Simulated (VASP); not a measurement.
# C (P6_3/mmc) in VASP: further runs, part 2 of 2

VASP 6.6.1. Earlier steps stand in the parts before.

## (4) Relaxation of cell and atoms, BLYP+D3

The COD entry that gives the cell may itself be a prediction, so a difference from it is no test against experiment.

Input file INCAR:

```
PREC = Accurate
ENCUT = 600
EDIFF = 1E-6
ISMEAR = -1
SIGMA = 0.05
LREAL = F
LASPH = T
NELM = 60
ALGO = Normal
ISIF = 3
LWAVE = F
LCHARG = F
GGA = B5
ALDAX = 1.0
AGGAX = 1.0
AGGAC = 1.0
ALDAC = 0.0
IVDW = 11
VDW_S6 = 1.0
VDW_S8 = 1.682
VDW_SR = 1.094
VDW_SR8 = 1.0
IBRION = 2
NSW = 40
EDIFFG = -0.005
```

Input file KPOINTS:

```
regular mesh
0
Gamma
  12 12 4
```

Input file POSCAR:

```
C
1.0
    2.5221000000      0.0000000000      0.0000000000
   -1.2610500000      2.1842026709      0.0000000000
    0.0000000000      0.0000000000      8.2371000000
C
8
Direct
    0.6666666667      0.3333333333      0.8437500000
    0.3333333333      0.6666666667      0.3437500000
    0.6666666667      0.3333333333      0.6562500000
    0.3333333333      0.6666666667      0.1562500000
    0.0000000000      0.0000000000      0.9062500000
    0.0000000000      0.0000000000      0.4062500000
    0.0000000000      0.0000000000      0.5937500000
    0.0000000000      0.0000000000      0.0937500000
```

Potentials or basis: VASP PAW PBE potentials, release 64 (C).

On the command line:

```console
> cat potpaw_PBE.64/C/POTCAR > POTCAR
> mpirun -np 1 vasp_std > vasp.out
```

OUTCAR:

```text
PREC = Accurate
   ENCUT = 600
   EDIFF = 1E-6
   ISMEAR = -1
   LREAL = F
   LASPH = T
   NELM = 60
   ISIF = 3
   GGA = B5
   IVDW = 11
   IBRION = 2
   NSW = 40
   EDIFFG = -0.005
 IVDW          = 11

 ion  position               nearest neighbor table
   1  0.667  0.333  0.844-   3 1.54   5 1.54   5 1.54   5 1.54
   2  0.333  0.667  0.344-   4 1.54   6 1.54   6 1.54   6 1.54
   3  0.667  0.333  0.656-   1 1.54   7 1.54   7 1.54   7 1.54
   4  0.333  0.667  0.156-   2 1.54   8 1.54   8 1.54   8 1.54
   5  0.000  0.000  0.906-   8 1.54   1 1.54   1 1.54   1 1.54
   6  0.000  0.000  0.406-   7 1.54   2 1.54   2 1.54   2 1.54
   7  0.000  0.000  0.594-   6 1.54   3 1.54   3 1.54   3 1.54
   8  0.000  0.000  0.094-   5 1.54   4 1.54   4 1.54   4 1.54

  LATTYP: Found a hexagonal cell.
 ALAT       =     2.5221000000
 C/A-ratio  =     3.2659688355

  Lattice vectors:

 A1 = (   2.5221000000,   0.0000000000,   0.0000000000)
 A2 = (  -1.2610500000,   2.1842026709,   0.0000000000)
 A3 = (   0.0000000000,   0.0000000000,   8.2371000000)

Analysis of symmetry for initial positions (statically):
=====================================================================
 Subroutine PRICEL returns:
 Original cell was already a primitive cell.

 Routine SETGRP: Setting up the symmetry group for a
 hexagonal supercell.

 Subroutine GETGRP returns: Found 24 space group operations
 (whereof 12 operations were pure point group operations)
 out of a pool of 24 trial point group operations.

The static configuration has the point symmetry D_3d.
 The point group associated with its full space group is D_6h.

Analysis of symmetry for dynamics (positions and initial velocities):
=====================================================================
 Subroutine PRICEL returns:
 Original cell was already a primitive cell.

 Routine SETGRP: Setting up the symmetry group for a
 hexagonal supercell.

 Subroutine GETGRP returns: Found 24 space group operations
 (whereof 12 operations were pure point group operations)
 out of a pool of 24 trial point group operations.

The dynamic configuration has the point symmetry D_3d.
[... 116 lines left out ...]
   IBRION =      2    ionic relax: 0-MD 1-quasi-New 2-CG
   NFREE  =      1    steps in history (QN), initial steepest desc. (CG)
   ISIF   =      3    stress and relaxation
   ISYM   =      2    0-nonsym 1-usesym 2-fastsym
   POTIM  = 0.5000    time-step for ionic-motion
   TEBEG  =    0.0;   TEEND  =   0.0 temperature during run
   PSTRESS=    0.0 pullay stress
   NELECT =      32.0000    total number of electrons
   NUPDOWN=      -1.0000    fix difference up-down
   EMIN   =  10.00;   EMAX   =-10.00  energy-range for DOS
   EFERMI =   0.00;   METHOD = LEGACY
   ISMEAR =    -1;   SIGMA  =   0.05  broadening in eV -4-tet -1-fermi 0-gaus
   EFERMI_NEDOS =   21; number of points for ismear=-14 and -15
   IALGO  =     38    algorithm
   IMIX   =      4    mixing-type and parameters
     AMIX     =   0.40;   BMIX     =  1.00
     AMIX_MAG =   1.60;   BMIX_MAG =  1.00
  volume/ion in A,a.u.               =       5.67        38.28
  Fermi-wavevector in a.u.,A,eV,Ry     =   1.457186  2.753682 28.890486  2.123391
  Thomas-Fermi vector in A             =   2.574017
   LORBIT       =      0    0 simple, 1 ext, 2 COOP (PROOUT), +10 PAW based schemes
   GGA     = B5    functional components
   LHFCALC =     F    Hartree Fock is set to
   AEXX    =    0.0000 exact exchange contribution
   IVDW    =    11    specifies the selected vdW correction
   LEPSILON=     F    determine dielectric tensor
   LRPA    =     F    only Hartree local field effects (RPA)
 conjugate gradient relaxation of ions
 non-spin polarized calculation
  energy-cutoff  :      600.00
  volume of cell :       45.38
 maximum number of plane-waves:      1534
   NGX = 11   NGY = 11   NGZ = 33

--------------------------------------- Ionic step        1  -------------------------------------------

 number of electron      31.9999998 magnetization

 Free energy of the ion-electron system (eV)
  ---------------------------------------------------
  ext. energy  EPLUGINS =         0.00000000
  ---------------------------------------------------
  free energy    TOTEN  =       -66.77508004 eV

  energy without entropy =      -66.77508004  energy(sigma->0) =      -66.77508004

------------------------ aborting loop because EDIFF is reached ----------------------------------------

 Edisp (eV)   -1.48860

 E8    (eV) :    -0.7793
[... 359 lines left out ...]
--------------------------------------- Ionic step        9  -------------------------------------------

 number of electron      31.9999998 magnetization

 Free energy of the ion-electron system (eV)
  ---------------------------------------------------
  ext. energy  EPLUGINS =         0.00000000
  ---------------------------------------------------
  free energy    TOTEN  =       -66.83001871 eV

  energy without entropy =      -66.83001871  energy(sigma->0) =      -66.83001871

 E-fermi :  10.9183     XC(G=0): -12.4697

 val. band max:        9.9081151185   @ k =   0.0000   0.0000   0.0000
 cond. band min:      14.7532163889   @ k =   0.4167   0.0000   0.0000
 fundamental gap:      4.8451012704
 Fermi energy:        10.9183388033

 k-point     1 :       0.0000    0.0000    0.0000
  band No.  band energies     occupation
      1     -11.2104      2.00000
      2      -9.5981      2.00000
      3      -9.4989      2.00000
      4      -5.7048      2.00000
      5      -3.1495      2.00000
      6       3.3091      2.00000
[... 565 lines left out ...]
     20      17.5868      0.00000
     21      18.1406      0.00000

 [... further k-points ...]

------------------------ aborting loop because EDIFF is reached ----------------------------------------

 Edisp (eV)   -1.46556

 E8    (eV) :    -0.7682
[... 31 lines left out ...]
  FREE ENERGIE OF THE ION-ELECTRON SYSTEM (eV)
  ---------------------------------------------------
  free  energy   TOTEN  =       -68.2955791928 eV

  energy  without entropy=      -68.2955791928  energy(sigma->0) =      -68.29557919

 reached required accuracy - stopping structural energy minimisation
```

Run time: 3.2 min. Hardware: 1 thread of Intel Xeon Platinum 8559C (Emerald Rapids), shared host; peak memory 0.21 GiB.

What came out:

| Property | Result |
| --- | --- |
| Free energy | -68.2956 eV |
| Relaxed volume | 5.76 Å³/atom |
| Relaxed cell | a = 2.527 Å, b = 2.527 Å, c = 8.332 Å, α = 90.00°, β = 90.00°, γ = 120.00° |
| Space group after relaxing (to 0.05 Å) | P6_3/mmc (No. 194) |
| Energy gained by relaxing | 4.0 meV/atom |
| Ionic steps | 9 |
| Pressure after relaxing | 0.0 GPa |
| Band gap on the k mesh | 4.85 eV, indirect (least direct gap 5.44 eV) |
| Dispersion energy per atom | -0.183 eV |

Step by step:
| step | energy change (eV) | largest force (eV/Å) | pressure (GPa) | volume (Å³) |
| --- | --- | --- | --- | --- |
| 1 | 0.0000 | 0.3119 | 6.51 | 45.38 |
| 2 | 0.0126 | 0.4569 | -6.79 | 46.90 |
| 3 | -0.0317 | 0.0525 | 0.16 | 46.06 |
| 4 | -0.0317 | 0.0458 | 0.28 | 46.04 |
| 5 | -0.0317 | 0.0611 | -0.22 | 46.10 |
| 6 | -0.0319 | 0.0084 | 0.02 | 46.07 |
| 7 | -0.0319 | 0.0069 | 0.04 | 46.07 |
| 8 | -0.0319 | 0.0122 | -0.02 | 46.08 |
| 9 | -0.0319 | 0.0013 | 0.00 | 46.07 |

Final structure:
```cif
data_structure
_symmetry_space_group_name_H-M 'P 1'
_symmetry_Int_Tables_number 1
_cell_length_a 2.5269
_cell_length_b 2.5269
_cell_length_c 8.3320
_cell_angle_alpha 90.000
_cell_angle_beta 90.000
_cell_angle_gamma 120.000
_cell_volume 46.07
loop_
_atom_site_label
_atom_site_type_symbol
_atom_site_fract_x
_atom_site_fract_y
_atom_site_fract_z
_atom_site_occupancy
C1 C 0.66667 0.33333 0.84449 1
C2 C 0.33333 0.66667 0.34449 1
C3 C 0.66667 0.33333 0.65551 1
C4 C 0.33333 0.66667 0.15551 1
C5 C 0.00000 0.00000 0.90697 1
C6 C 0.00000 0.00000 0.40697 1
C7 C 0.00000 0.00000 0.59303 1
C8 C 0.00000 0.00000 0.09303 1
```

Levels at points of the mesh, in eV from the valence-band top:
| k point | band 14 | band 15 | band 16 | band 17 | band 18 | band 19 |
| --- | --- | --- | --- | --- | --- | --- |
| (0.00, 0.00, 0.00) | -0.19 | 0.00 | 0.00 | 5.44 | 5.44 | 5.59 |
| (0.50, 0.00, 0.00) | -4.51 | -3.52 | -2.86 | 4.94 | 5.87 | 6.26 |
| (0.00, 0.00, 0.50) | -0.62 | -0.62 | -0.62 | 6.18 | 6.18 | 6.18 |
| (0.50, 0.00, 0.50) | -4.52 | -3.53 | -3.53 | 5.26 | 5.26 | 7.26 |

Caveat: the PAW data sets were made with another functional, which shifts forces and pressure a little.

## (5) Overview

| task | level | cell | cutoff (eV) | smearing | gap on the mesh (eV) | pressure (GPa) | relaxed volume (Å³/atom) |
| --- | --- | --- | --- | --- | --- | --- | --- |
| relaxation of cell and atoms | PBEsol+D3(BJ) | relaxed | 600 | fermi-dirac 0.05 eV | 4.45 | 0.0 | 5.57 |
| single point | PBE | as given | 520 | gaussian 0.014 eV | 4.41 | 2.9 | - |
| relaxation of cell and atoms | BLYP+D3 | relaxed | 600 | fermi-dirac 0.05 eV | 4.85 | 0.0 | 5.76 |

Alike in all rows: potentials or basis VASP PAW PBE potentials, release 64 (C); no spin polarisation; k mesh 12 × 12 × 4.

Caveats: the PAW data sets were made with another functional, which shifts forces and pressure a little (some runs).

Total energies depend on the potentials used, so only differences within one code and one set of settings carry meaning.
